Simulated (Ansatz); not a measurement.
# Residual resistivity of an alloy: Ru(0001) with 2 layers of random Ru-Rh, 2x2

How strongly does chemical disorder scatter in Ru(0001) with 2 layers of random Ru-Rh, 2x2?

Method: Ansatz plane-wave DFT, PBE, PAW files; ballistic transport by layer matching (Landauer), zero bias; PAW set soft_1, in Ansatz 0.2.0.

**1. Set-up**

The cell holds 48 atoms: 44 Ru and 4 Rh. Cell: a = 5.412 Å, b = 5.412 Å, c = 25.691 Å, α = 90.0°, β = 90.0°, γ = 120.0°. It derives from Ru. Regions: lead, 40 atoms (40 Ru); scattering region, 8 atoms (4 Rh and 4 Ru). The structure is stacked along c, and the current runs across the ab planes.

**2. With 2 alloy layers**

In 2 layers a share of 0.5 of the sites is given to Rh at random. The layers about the cell's end stay perfect and serve as the lead. Disorder leaves little or no symmetry, which makes such runs dear. Energies from -0.05 to 0.05 eV in steps of 0.05 eV are too few for the program's thermal sum, so it prints no conductance; for a metal the transmission near the Fermi level serves, at a fraction of the cost.

Input file input.yaml:

```yaml
crystal:
  lattice:
    - [5.4116, 0.0, 0.0]
    - [-2.7058, 4.6865830751, 0.0]
    - [0.0, 0.0, 25.6914]
  atoms:
    - { symbol: Ru, position: [0.1666666667, 0.3333333333, 0.0416666667] }
    - { symbol: Ru, position: [0.1666666667, 0.8333333333, 0.0416666667] }
    - { symbol: Ru, position: [0.6666666667, 0.3333333333, 0.0416666667] }
    - { symbol: Ru, position: [0.6666666667, 0.8333333333, 0.0416666667] }
    - { symbol: Ru, position: [0.3333333333, 0.1666666667, 0.125] }
    - { symbol: Ru, position: [0.3333333333, 0.6666666667, 0.125] }
    - { symbol: Ru, position: [0.8333333333, 0.1666666667, 0.125] }
    - { symbol: Ru, position: [0.8333333333, 0.6666666667, 0.125] }
    - { symbol: Ru, position: [0.1666666667, 0.3333333333, 0.2083333333] }
    - { symbol: Ru, position: [0.1666666667, 0.8333333333, 0.2083333333] }
    - { symbol: Ru, position: [0.6666666667, 0.3333333333, 0.2083333333] }
    - { symbol: Ru, position: [0.6666666667, 0.8333333333, 0.2083333333] }
    - { symbol: Ru, position: [0.3333333333, 0.1666666667, 0.2916666667] }
    - { symbol: Ru, position: [0.3333333333, 0.6666666667, 0.2916666667] }
    - { symbol: Ru, position: [0.8333333333, 0.1666666667, 0.2916666667] }
    - { symbol: Ru, position: [0.8333333333, 0.6666666667, 0.2916666667] }
    - { symbol: Ru, position: [0.1666666667, 0.3333333333, 0.375] }
    - { symbol: Ru, position: [0.1666666667, 0.8333333333, 0.375] }
    - { symbol: Ru, position: [0.6666666667, 0.3333333333, 0.375] }
    - { symbol: Ru, position: [0.6666666667, 0.8333333333, 0.375] }
    - { symbol: Rh, position: [0.3333333333, 0.1666666667, 0.4583333333] }
    - { symbol: Ru, position: [0.3333333333, 0.6666666667, 0.4583333333] }
    - { symbol: Ru, position: [0.8333333333, 0.1666666667, 0.4583333333] }
    - { symbol: Rh, position: [0.8333333333, 0.6666666667, 0.4583333333] }
    - { symbol: Ru, position: [0.1666666667, 0.3333333333, 0.5416666667] }
    - { symbol: Ru, position: [0.1666666667, 0.8333333333, 0.5416666667] }
    - { symbol: Rh, position: [0.6666666667, 0.3333333333, 0.5416666667] }
    - { symbol: Rh, position: [0.6666666667, 0.8333333333, 0.5416666667] }
    - { symbol: Ru, position: [0.3333333333, 0.1666666667, 0.625] }
    - { symbol: Ru, position: [0.3333333333, 0.6666666667, 0.625] }
    - { symbol: Ru, position: [0.8333333333, 0.1666666667, 0.625] }
    - { symbol: Ru, position: [0.8333333333, 0.6666666667, 0.625] }
    - { symbol: Ru, position: [0.1666666667, 0.3333333333, 0.7083333333] }
    - { symbol: Ru, position: [0.1666666667, 0.8333333333, 0.7083333333] }
    - { symbol: Ru, position: [0.6666666667, 0.3333333333, 0.7083333333] }
    - { symbol: Ru, position: [0.6666666667, 0.8333333333, 0.7083333333] }
    - { symbol: Ru, position: [0.3333333333, 0.1666666667, 0.7916666667] }
    - { symbol: Ru, position: [0.3333333333, 0.6666666667, 0.7916666667] }
    - { symbol: Ru, position: [0.8333333333, 0.1666666667, 0.7916666667] }
    - { symbol: Ru, position: [0.8333333333, 0.6666666667, 0.7916666667] }
    - { symbol: Ru, position: [0.1666666667, 0.3333333333, 0.875] }
    - { symbol: Ru, position: [0.1666666667, 0.8333333333, 0.875] }
    - { symbol: Ru, position: [0.6666666667, 0.3333333333, 0.875] }
    - { symbol: Ru, position: [0.6666666667, 0.8333333333, 0.875] }
    - { symbol: Ru, position: [0.3333333333, 0.1666666667, 0.9583333333] }
    - { symbol: Ru, position: [0.3333333333, 0.6666666667, 0.9583333333] }
    - { symbol: Ru, position: [0.8333333333, 0.1666666667, 0.9583333333] }
    - { symbol: Ru, position: [0.8333333333, 0.6666666667, 0.9583333333] }
kpoints:
  mp_grid: { grid: [5, 5, 1] }
hamiltonian:
  xc: pbe
  pseudopotentials: { kind: paw, azcp: { folder: soft_1 } }
scf:
  occupations: { method: fermi_dirac, width: 0.1 }
output:
  transmission:
    leads: [[0, 8]]
    kmesh: [10, 10]
    e_range: [-0.05, 0.05]
    de: 0.05
  write_potential: true
  write_density: true
  volumetric_format: npy
```

Command:

```
ansatz run input.yaml --threads 4 --pin off --max-ram 15360MiB --backend cpu --events-out ev --progress --plain --runs-dir out
```

Numbers of over 12 decimals in the logs are rounded to 6 here.

The log of the run:

```text
Engine: ansatz 0.2.0, aarch64-unknown-linux-gnu
Pseudopotentials: kind: paw
Pseudopotential: Ru, paw, valence charge 16, recommended cutoff 420 eV (normal), soft_1/Ru.paw.azcp
Pseudopotential: Rh, paw, valence charge 17, recommended cutoff 420 eV (normal), soft_1/Rh.paw.azcp
Functional definition: PBE
  parameter kappa = 0.804
  parameter beta = 0.066725
  exchange = pbe_x(kappa = kappa, mu = beta*pi^2/3)
  correlation = pbe_c(beta = beta)
Crystal: 48 atoms, lattice volume = 651.583 Å³
Basis set: ecut = 420 eV, 12691 PW (Γ)
Bands: 464, of which v1, the nominal top of the filled ones, is band 386 counted from 1 (385 counted from 0)
Symmetry: 2 space group operations
Space group: C2 (ITA 5), of the structure as read, at distance tolerance 8.7e-5 Å
k-points: 9 of 25 (time reversal used)
Non-local potential: Ru, projectors of the file, l = 0: 3, l = 1: 2, l = 2: 2, l = 3: 1
Non-local potential: Rh, projectors of the file, l = 0: 3, l = 1: 2, l = 2: 2, l = 3: 1
PAW form: soft (Blöchl's): semilocal exchange-correlation on the pseudo side does not see the compensation charge
PAW one-centre angular grid: Ru, 590 points (default); XC on 64 Gauss nodes
PAW one-centre angular grid: Rh, 590 points (default); XC on 64 Gauss nodes
Initial density: superposition of atomic densities (chi_scale 0.1, normalization cell, long waves 52 % of neutral atoms (reshape's long-wave potential 1.52 eV rms, cloud 2.88 Å wide))
Initial wavefunctions: pseudopotential atomic-orbital guess
Functional: x = pbe(κ = 0.804, μ = 0.219515), c = pbe(β = 0.066725)
SCF iter   1: F=—  HF=-284322.123338 eV  |F-HF|=—  |Δ(HF+E_count)|=         —  Δρ=1.50e-1  dr2=2.84e3  ethr=3.10e-3  ⟨swp⟩=5.0  Hψ=13278  notcnv=0  defer=6
preconditioner: auto → Kerker (q_TF=auto, 2.807 Å⁻¹)  [metal: Δε(μ)=0.013 eV  Ē_g=5.404 eV  σ=0.100 eV  W_gap=0.03  n_scr=268 (ndim 8)  ℏωp=28.7 eV  f_vac=0.000  D(μ)=38.60/eV (n_scr^D=380)]
SCF iter   2: F=—  HF=-284289.534696 eV  |F-HF|=—  |Δ(HF+E_count)|=    3.26e1  Δρ=7.88e-2  dr2=1.30e3  ethr=3.10e-3  ⟨swp⟩=2.0  Hψ=8478  notcnv=0  defer=72
SCF iter   3: F=—  HF=-284276.902329 eV  |F-HF|=—  |Δ(HF+E_count)|=    1.26e1  Δρ=2.00e-2  dr2=3.23e0  ethr=3.10e-3  ⟨swp⟩=2.9  Hψ=8755  notcnv=0  defer=68
SCF iter   4: F=—  HF=-284276.325155 eV  |F-HF|=—  |Δ(HF+E_count)|=   5.77e-1  Δρ=7.54e-3  dr2=2.33e1  ethr=4.18e-4  ⟨swp⟩=2.3  Hψ=8514  notcnv=0  defer=56  recentre
SCF iter   5: F=—  HF=-284276.204490 eV  |F-HF|=—  |Δ(HF+E_count)|=   1.21e-1  Δρ=2.04e-3  dr2=1.04e0  ethr=4.18e-4  ⟨swp⟩=1.0  Hψ=4120  notcnv=0  defer=56
SCF iter   6: F=—  HF=-284276.197557 eV  |F-HF|=—  |Δ(HF+E_count)|=   6.93e-3  Δρ=4.54e-4  dr2=1.49e-3  ethr=1.35e-4  ⟨swp⟩=1.0  Hψ=4120  notcnv=0  defer=56
SCF iter   7: F=—  HF=-284276.197520 eV  |F-HF|=—  |Δ(HF+E_count)|=   3.70e-5  Δρ=9.62e-5  dr2=2.07e-4  ethr=1.92e-7  ⟨swp⟩=2.2  Hψ=7118  notcnv=0  defer=56
SCF iter   8: F=—  HF=-284276.197504 eV  |F-HF|=—  |Δ(HF+E_count)|=   1.60e-5  Δρ=2.45e-5  dr2=1.30e-5  ethr=2.68e-8  ⟨swp⟩=1.0  Hψ=4120  notcnv=0  defer=56
SCF iter   9: F=—  HF=-284276.198907 eV  |F-HF|=—  |Δ(HF+E_count)|=   1.40e-3  Δρ=8.20e-6  dr2=1.13e-6  ethr=1.69e-9  ⟨swp⟩=1.2  Hψ=4248  notcnv=0  defer=53
SCF iter  10: F=-284276.198907 eV  HF=-284276.198907 eV  |F-HF|=5.05e-8  |Δ(HF+E_count)|=   8.07e-8  Δρ=2.13e-6  dr2=5.93e-8  ethr=1.30e-11  ⟨swp⟩=8.8  Hψ=9803  notcnv=0
SCF 1 converged in 10 iterations: F = -284276.198907 eV  dr2 = 5.93e-8
  greatest PAW one-centre occupation: 1.000 electrons in one spin orbital (limit 2), on the Rh atom at site 27 (counted from 0), in its partial waves of l = 0
transmission: 251 of 2496 steps passed
transmission: 500 of 2496 steps passed
[...]
transmission: 2496 of 2496 steps passed
SCF converged after 10 iterations
Free energy (F): -284276.198907 eV
Harris-Foulkes:  -284276.198907 eV  (|F-HF|=5.05e-8)
Internal energy: -284274.702663 eV  (E = F + TS)
E sigma→0 (E₀):  -284275.450785 eV
Entropy (-TS):   -1.496244 eV (-31.172 meV/atom)
Fermi energy:    23.308813 eV
--- Per-component energies (eV) ---
  E_band       = -2786.479804
  E_kinetic    = 22412.241567
  E_local      = -61890.123807  (includes V_loc(G=0)·N_el)
  E_nonlocal   = 19340.631797
  E_hartree    = 20788.388913
  E_xc         = -8296.099357
  E_vxc        = -10484.328360  (∫ρ·V_xc dr)
  E_paw        = -168479.478529  (= ΣΔE_a)
  E_vpaw       = -13741.716499  (= ΣTr[D̂ρ^β])
  E_aug_tail   = 0.027809  (compensation charges beyond the density's cutoff)
  E_ewald      = -108150.291056
  E_smearing   = -1.496244  (= −TS)
  E_closure    = -0.000000  (closes the sum)
  Σ components = -284276.198907   (vs F -284276.198907, Δ=0.00e0)
--- Band table (eV; the first three rows and the last of 9) ---
  k-point 0: bands = [... 382 lower, 23.9748, 24.0534, 24.1183, 24.1203, 24.2399, 24.2678, 24.3664, 24.3781, ... 74 higher]
  k-point 1: bands = [... 382 lower, 23.3910, 23.6586, 23.7177, 23.7800, 23.8895, 23.9374, 23.9579, 23.9808, ... 74 higher]
  k-point 2: bands = [... 382 lower, 22.9085, 22.9112, 23.0601, 23.1088, 23.1355, 23.1753, 23.3080, 23.3130, ... 74 higher]
  k-point 8: bands = [... 382 lower, 23.0353, 23.1623, 23.1673, 23.2310, 23.2507, 23.3186, 23.3230, 23.3984, ... 74 higher]
--- Transmission ---
  basis      : 223 plane waves across, 48 finite elements along
  points     : 52, standing for a mesh of 10 x 10
  energies   : 3 from -0.050000 to 0.050000 eV about the Fermi level, 0.050000 eV apart; the leads are filled to 0.000000 eV, and channels, transmission and decay are at 0.000000 eV
  crystal 0  : Ru8, at the sites [0, 8], period 4.2819 Å, over 21.41 Å; its Hamiltonian steps by up to 10.0 meV
    offset         : up to 0.0000 Å between an atom of the period and one for which it stands
    channels       : 5.280000e0 a spin
    conductance    : none, the energies end too early or step too widely for 300 K: set another output.transmission.e_range or a lower de, or, where they end at an eighth of basis.ecutwfc, a higher one
  junction   : crystal 0 to crystal 0, 0.70 to 22.11 Å
    transmission   : 4.322392e0 a spin
    conductance    : none, the energies end too early or step too widely for 300 K: set another output.transmission.e_range or a lower de, or, where they end at an eighth of basis.ecutwfc, a higher one
```

Wall time 9.3 min (4 threads of Arm Neoverse V1, shared host); peak memory 6 GiB; 34 min of CPU time.

Reading the cycles: dr2 is the Hartree energy of the density residual (eV), the measure of convergence; HF is the Harris–Foulkes estimate of the energy, which meets the free energy F at convergence.

This step gave:

| Item | Value |
| --- | --- |
| free energy | -284276.1989 eV |
| energy at zero smearing | -284275.4508 eV |
| Fermi energy | 23.31 eV |
| cell area | 25.36 Å² |
| transmission per spin nearest the Fermi level | 4.322 |
| open channels per spin nearest the Fermi level | 5.28 |
| step of the lead's potential | 10 meV |

Per spin. The transmission, zone mean by energy, zero at the Fermi level:

| energy (eV) | transmission, zone mean |
| --- | --- |
| -0.0500 | 4.34 |
| 0.0000 | 4.32 |
| 0.0500 | 4.41 |

Per spin. Table of open channels, zone mean, lead by energy, zero at the Fermi level:

| energy (eV) | open channels, zone mean, lead |
| --- | --- |
| -0.0500 | 5.16 |
| 0.0000 | 5.28 |
| 0.0500 | 5.88 |

Transmission over k1 and k2. At 0.0000 eV from the Fermi level.

Values, 10 rows by 10 columns:
```
 3.7  3.5  3.1  2.9  3.6  3.8  3.8  2.6  1.4  1.9
 2.8  2.5  4.6  4.6  4.6  4.7  3.6  2.8  1.4  1.1
 2.8  3.0  4.6  6.0  8.0  5.8  4.6  2.9  2.7  1.9
 3.7  2.5  4.6  8.3 10.7 10.7  8.0  4.6  3.1  3.7
 4.7  3.5  4.6  6.0 10.7 11.1 10.7  6.0  4.6  3.5
 3.7  3.7  3.1  4.6  8.0 10.7 10.7  8.3  4.6  2.5
 2.8  1.9  2.7  2.9  4.6  5.8  8.0  6.0  4.6  3.0
 2.8  1.1  1.4  2.8  3.6  4.7  4.6  4.6  4.6  2.5
 3.7  1.9  1.4  2.6  3.8  3.8  3.6  2.9  3.1  3.5
 4.7  3.7  2.7  2.8  3.8  4.9  3.8  2.8  2.7  3.7
```
Columns: k1 (b1) from -0.5 to 0.4; rows upwards: k2 (b2) from -0.5 to 0.4.

Open channels over k1 and k2. At 0.0000 eV from the Fermi level.

Ten even steps from '0' (2.0) to '9' (12.0):
```
2433342101
1333333100
1335753311
2337997332
4435999534
2233799733
1113357533
1001333333
2101243334
4211242112
```
Columns: k1 (b1) from -0.5 to 0.4; rows upwards: k2 (b2) from -0.5 to 0.4.

Over the solved energies the transmission per spin lies between 4.32 and 4.41, out of 5.44 channels of the lead on average (up to 5.88).

**3. With 6 alloy layers**

In 6 layers a share of 0.5 of the sites is given to Rh at random. A fresh draw is used; the growth of the resistance with length is what counts.

System of this step: Ru(0001) with 6 layers of random Ru-Rh, 2x2. The cell holds 64 atoms: 52 Ru and 12 Rh. Cell: a = 5.412 Å, b = 5.412 Å, c = 34.255 Å, α = 90.0°, β = 90.0°, γ = 120.0°. It derives from Ru. Regions: lead, 40 atoms (40 Ru); scattering region, 24 atoms (12 Ru and 12 Rh). The structure is stacked along c, and the current runs across the ab planes.

Input file input.yaml:

```yaml
crystal:
  lattice:
    - [5.4116, 0.0, 0.0]
    - [-2.7058, 4.6865830751, 0.0]
    - [0.0, 0.0, 34.2552]
  atoms:
    - { symbol: Ru, position: [0.1666666667, 0.3333333333, 0.03125] }
    - { symbol: Ru, position: [0.1666666667, 0.8333333333, 0.03125] }
    - { symbol: Ru, position: [0.6666666667, 0.3333333333, 0.03125] }
    - { symbol: Ru, position: [0.6666666667, 0.8333333333, 0.03125] }
    - { symbol: Ru, position: [0.3333333333, 0.1666666667, 0.09375] }
    - { symbol: Ru, position: [0.3333333333, 0.6666666667, 0.09375] }
    - { symbol: Ru, position: [0.8333333333, 0.1666666667, 0.09375] }
    - { symbol: Ru, position: [0.8333333333, 0.6666666667, 0.09375] }
    - { symbol: Ru, position: [0.1666666667, 0.3333333333, 0.15625] }
    - { symbol: Ru, position: [0.1666666667, 0.8333333333, 0.15625] }
    - { symbol: Ru, position: [0.6666666667, 0.3333333333, 0.15625] }
    - { symbol: Ru, position: [0.6666666667, 0.8333333333, 0.15625] }
    - { symbol: Ru, position: [0.3333333333, 0.1666666667, 0.21875] }
    - { symbol: Ru, position: [0.3333333333, 0.6666666667, 0.21875] }
    - { symbol: Ru, position: [0.8333333333, 0.1666666667, 0.21875] }
    - { symbol: Ru, position: [0.8333333333, 0.6666666667, 0.21875] }
    - { symbol: Ru, position: [0.1666666667, 0.3333333333, 0.28125] }
    - { symbol: Ru, position: [0.1666666667, 0.8333333333, 0.28125] }
    - { symbol: Ru, position: [0.6666666667, 0.3333333333, 0.28125] }
    - { symbol: Ru, position: [0.6666666667, 0.8333333333, 0.28125] }
    - { symbol: Ru, position: [0.3333333333, 0.1666666667, 0.34375] }
    - { symbol: Ru, position: [0.3333333333, 0.6666666667, 0.34375] }
    - { symbol: Rh, position: [0.8333333333, 0.1666666667, 0.34375] }
    - { symbol: Ru, position: [0.8333333333, 0.6666666667, 0.34375] }
    - { symbol: Rh, position: [0.1666666667, 0.3333333333, 0.40625] }
    - { symbol: Ru, position: [0.1666666667, 0.8333333333, 0.40625] }
    - { symbol: Rh, position: [0.6666666667, 0.3333333333, 0.40625] }
    - { symbol: Ru, position: [0.6666666667, 0.8333333333, 0.40625] }
    - { symbol: Rh, position: [0.3333333333, 0.1666666667, 0.46875] }
    - { symbol: Rh, position: [0.3333333333, 0.6666666667, 0.46875] }
    - { symbol: Ru, position: [0.8333333333, 0.1666666667, 0.46875] }
    - { symbol: Rh, position: [0.8333333333, 0.6666666667, 0.46875] }
    - { symbol: Rh, position: [0.1666666667, 0.3333333333, 0.53125] }
    - { symbol: Ru, position: [0.1666666667, 0.8333333333, 0.53125] }
    - { symbol: Ru, position: [0.6666666667, 0.3333333333, 0.53125] }
    - { symbol: Rh, position: [0.6666666667, 0.8333333333, 0.53125] }
    - { symbol: Rh, position: [0.3333333333, 0.1666666667, 0.59375] }
    - { symbol: Ru, position: [0.3333333333, 0.6666666667, 0.59375] }
    - { symbol: Rh, position: [0.8333333333, 0.1666666667, 0.59375] }
    - { symbol: Ru, position: [0.8333333333, 0.6666666667, 0.59375] }
    - { symbol: Rh, position: [0.1666666667, 0.3333333333, 0.65625] }
    - { symbol: Rh, position: [0.1666666667, 0.8333333333, 0.65625] }
    - { symbol: Ru, position: [0.6666666667, 0.3333333333, 0.65625] }
    - { symbol: Ru, position: [0.6666666667, 0.8333333333, 0.65625] }
    - { symbol: Ru, position: [0.3333333333, 0.1666666667, 0.71875] }
    - { symbol: Ru, position: [0.3333333333, 0.6666666667, 0.71875] }
    - { symbol: Ru, position: [0.8333333333, 0.1666666667, 0.71875] }
    - { symbol: Ru, position: [0.8333333333, 0.6666666667, 0.71875] }
    - { symbol: Ru, position: [0.1666666667, 0.3333333333, 0.78125] }
    - { symbol: Ru, position: [0.1666666667, 0.8333333333, 0.78125] }
    - { symbol: Ru, position: [0.6666666667, 0.3333333333, 0.78125] }
    - { symbol: Ru, position: [0.6666666667, 0.8333333333, 0.78125] }
    - { symbol: Ru, position: [0.3333333333, 0.1666666667, 0.84375] }
    - { symbol: Ru, position: [0.3333333333, 0.6666666667, 0.84375] }
    - { symbol: Ru, position: [0.8333333333, 0.1666666667, 0.84375] }
    - { symbol: Ru, position: [0.8333333333, 0.6666666667, 0.84375] }
    - { symbol: Ru, position: [0.1666666667, 0.3333333333, 0.90625] }
    - { symbol: Ru, position: [0.1666666667, 0.8333333333, 0.90625] }
    - { symbol: Ru, position: [0.6666666667, 0.3333333333, 0.90625] }
    - { symbol: Ru, position: [0.6666666667, 0.8333333333, 0.90625] }
    - { symbol: Ru, position: [0.3333333333, 0.1666666667, 0.96875] }
    - { symbol: Ru, position: [0.3333333333, 0.6666666667, 0.96875] }
    - { symbol: Ru, position: [0.8333333333, 0.1666666667, 0.96875] }
    - { symbol: Ru, position: [0.8333333333, 0.6666666667, 0.96875] }
kpoints:
  mp_grid: { grid: [5, 5, 1] }
hamiltonian:
  xc: pbe
  pseudopotentials: { kind: paw, azcp: { folder: soft_1 } }
scf:
  occupations: { method: fermi_dirac, width: 0.1 }
output:
  transmission:
    leads: [[0, 8]]
    kmesh: [10, 10]
    e_range: [-0.05, 0.05]
    de: 0.05
  write_potential: true
  write_density: true
  volumetric_format: npy
```

The log of the run:

```text
[...]
Crystal: 64 atoms, lattice volume = 868.777 Å³
Basis set: ecut = 420 eV, 16909 PW (Γ)
Bands: 622, of which v1, the nominal top of the filled ones, is band 518 counted from 1 (517 counted from 0)
Symmetry: 1 space group operations
[...]
k-points: 13 of 25 (time reversal used)
[...]
SCF iter   1: F=—  HF=-382569.911939 eV  |F-HF|=—  |Δ(HF+E_count)|=         —  Δρ=1.27e-1  dr2=5.47e2  ethr=3.10e-3  ⟨swp⟩=5.0  Hψ=25838  notcnv=0  defer=12
[...]
SCF iter  10: F=-382529.377745 eV  HF=-382529.377746 eV  |F-HF|=6.85e-8  |Δ(HF+E_count)|=   2.40e-8  Δρ=1.02e-6  dr2=7.14e-8  ethr=9.65e-12  ⟨swp⟩=7.3  Hψ=17863  notcnv=0
SCF 1 converged in 10 iterations: F = -382529.377745 eV  dr2 = 7.14e-8
[...]
transmission: 329 of 3276 steps passed
transmission: 656 of 3276 steps passed
[...]
transmission: 3276 of 3276 steps passed
SCF converged after 10 iterations
Free energy (F): -382529.377745 eV
[...]
Internal energy: -382527.246879 eV  (E = F + TS)
E sigma→0 (E₀):  -382528.312312 eV
Entropy (-TS):   -2.130866 eV (-33.295 meV/atom)
Fermi energy:    23.300226 eV
[...]
--- Band table (eV; the first three rows and the last of 13) ---
  k-point 0: bands = [... 514 lower, 23.9018, 23.9108, 23.9288, 23.9621, 23.9980, 24.0039, 24.0318, 24.0714, ... 100 higher]
  k-point 1: bands = [... 514 lower, 23.5885, 23.6261, 23.6508, 23.6696, 23.7121, 23.7288, 23.7614, 23.7819, ... 100 higher]
  k-point 2: bands = [... 514 lower, 23.0027, 23.0239, 23.0425, 23.0760, 23.0909, 23.1330, 23.1526, 23.1780, ... 100 higher]
  k-point 12: bands = [... 514 lower, 23.1745, 23.2670, 23.2950, 23.2987, 23.3296, 23.3636, 23.3679, 23.3885, ... 100 higher]
--- Transmission ---
  basis      : 223 plane waves across, 63 finite elements along
  points     : 52, standing for a mesh of 10 x 10
[...]
channels       : 5.280000e0 a spin
[...]
junction   : crystal 0 to crystal 0, 0.70 to 30.67 Å
    transmission   : 3.546391e0 a spin
[...]
```

It took 18 min on 4 threads; peak memory 10 GiB.

This step gave:

```yaml
free_energy: -382529.3777 eV
energy_at_zero_smearing: -382528.3123 eV
fermi_energy: 23.30 eV
transmission_per_spin_nearest_the_fermi_level: 3.546
step_of_the_lead_s_potential: 7.9 meV
```

Per spin. Table of transmission, zone mean by energy, zero at the Fermi level:

| energy (eV) | transmission, zone mean |
| --- | --- |
| -0.0500 | 3.56 |
| 0.0000 | 3.55 |
| 0.0500 | 3.63 |

Over the solved energies the transmission per spin lies between 3.55 and 3.63, out of 5.48 channels of the lead on average (up to 6).

[end of part 1 of 2]

[Logs are printed without paths, hosts, clocks, repeated set-up lines and the standing remarks that a program may print on its own settings, such as how far it seeks lower states.]

[Hosts, paths, dates, database ids (printed as entryN), source tags and the programs' standing remarks are cut or masked in the printed files.]
